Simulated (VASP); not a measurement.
A run of VASP 6.6.1 is set up as follows.

Contents of INCAR:

```
ALGO = Fast ; EDIFF = 1E-6
ENCUT = 520 ; GGA = CA
ISIF = 2 ; ISMEAR = -1
LASPH = T ; LCHARG = F
LREAL = F ; LWAVE = F
NBANDS = 16 ; NELM = 100
PREC = Accurate ; SIGMA = 0.2
```

The input KPOINTS:

```
k-points
0
Gamma
  12 12 6
```

File POSCAR:

```
AlN
1.0
    3.3121157418      0.0000000000      0.0000000000
   -1.6560578709      2.8683763727      0.0000000000
    0.0000000000      0.0000000000      4.1875630000
Al N
2 2
Direct
    0.3333333333      0.6666666667      0.7500000000
    0.6666666667      0.3333333333      0.2500000000
    0.3333333333      0.6666666667      0.2500000000
    0.6666666667      0.3333333333      0.7500000000
```

Potentials or basis: VASP PAW LDA potentials, release 64 (Al, N).

The run is started by

```console
$ cat potpaw_LDA.64/Al/POTCAR potpaw_LDA.64/N/POTCAR > POTCAR
$ mpirun -np 1 vasp_std > vasp.out
```

**Question.** What does it give for the band gap on the k mesh?

**Answer.** 3.29 eV, direct.

**Question.** Predict the pressure.

**Answer.** -8.2 GPa.

Stress tensor (GPa, compression positive):
```
-8.00  0.00  0.00
 0.00 -8.00  0.00
 0.00  0.00 -8.49
```

A k mesh can miss the band edges. LDA gaps usually lie below the measured ones, often by a third to a half.
